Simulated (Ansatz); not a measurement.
# AgCl: elastic constants from stress and strain

```
CELL_PARAMETERS angstrom
0.00000 2.77315 2.77315
2.77315 0.00000 2.77315
2.77315 2.77315 0.00000
ATOMIC_POSITIONS crystal
Ag 0.50000 0.50000 0.50000
Cl 0.00000 0.00000 0.00000
```

Atom numbers follow the list: Ag1, Cl2.

The cell is COD entry 9011666, as deposited and not checked against the literature; nothing was relaxed.

All numbers below come from Ansatz 0.2.0, DFT, PBE, all-electron LAPW, scalar-relativistic.

Numerical set-up: a Γ-centred 8×8×8 k mesh, Fermi–Dirac smearing of 0.02 eV, basis error target 0.5 meV/atom, no spin polarisation.

The unstrained cell is at 1.61 GPa. Large strains and very small stresses are left out. Each strain is applied once, with fractional coordinates held (clamped ions), and σ below is the change of stress, positive in tension. One finite strain gives stress–strain coefficients at this pressure with an error of the order of the strain times third-order constants, a few per cent for each per cent of strain.

With z strained by +1.5 % at fixed volume, the run gives σzz − σxx = 0.57 GPa and εzz − εxx = 0.0224. Which stiffness follows?

C11 − C12 = (σzz − σxx)/(εzz − εxx) = 26 GPa.

Estimate the stiffness probed by this change, and the stress that it gives: x and y strained by -1 %, z held.

σxx = -1.18 GPa, σzz = -0.86 GPa and εxx = εyy = -0.0100, so C12 = σzz/(2εxx) = 43 GPa and C11 + C12 = σxx/εxx = 118 GPa.

What do those two numbers (x and y strained by -1 %, z held) give for C11, and is the cell stable to tetragonal shear?

C11 = 118 − 43 = 75 GPa and C11 − C12 = 32 GPa: positive, so stable to it.

Scaling the volume by 0.9900 and 1.0100 gives 2.13 GPa and 1.13 GPa. Combine this with the best C11 − C12 to estimate C11 and C12.

B = −ΔP/Δln V = 50.3 GPa = (C11 + 2 C12)/3; with C11 − C12 = 25.5 GPa, C11 = B + (2/3)(C11 − C12) = 67 GPa and C12 = B − (C11 − C12)/3 = 42 GPa.
